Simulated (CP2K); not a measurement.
**Pb under changes of volume**

One of the cells (40.672 Å³/atom); the others are scaled copies at fixed shape and fractional positions:

```
Pb
1.0
     4.86348    0.00000    0.00000
     2.43174    4.21190    0.00000
     2.43174    1.40397    3.97102
Pb
2
Direct
  0.25000 0.25000 0.25000
  0.00000 0.00000 0.00000
```

This isn't the form of Pb at room conditions, which is fcc.

```yaml
Program: CP2K 2026.2
Functional: PBE
Potentials_or_basis: POTENTIAL_UZH Pb GTH-PBE-q4; TZVP-MOLOPT-PBE-GTH basis
Density_cutoff: 6123 eV
k_mesh: 7 × 7 × 7
Occupations: fermi-dirac, width 0.05 eV
Spin: no spin polarisation
```

```csv
volume (Å³/atom),energy over the lowest point (meV/atom),pressure (GPa)
38.232,?,?
39.045,55.04,4.1
39.859,36.41,3.2
40.672,22.00,2.5
41.486,11.37,1.8
42.299,4.15,1.1
43.112,0.00,0.5
```

Question: What does the run at 38.232 Å³/atom give?

Answer: Energy over the lowest point 78.36 meV/atom; pressure 5.1 GPa.

Worked out: A Birch-Murnaghan fit of order 3 (a polynomial in V^(-2/3)) to the other rows has its minimum at 43.96 Å³/atom, just outside them, with B0 = V·E''(V) = 26 GPa and B' = 4.6. It gives 78.33 meV/atom at 38.232 Å³/atom, against the run's 78.36, and -dE/dV = 5.1 GPa, against 5.1.

Energies are extrapolated to zero smearing.

Caveats: the basis of atomic orbitals isn't converged, which shifts pressures, moduli and gaps.
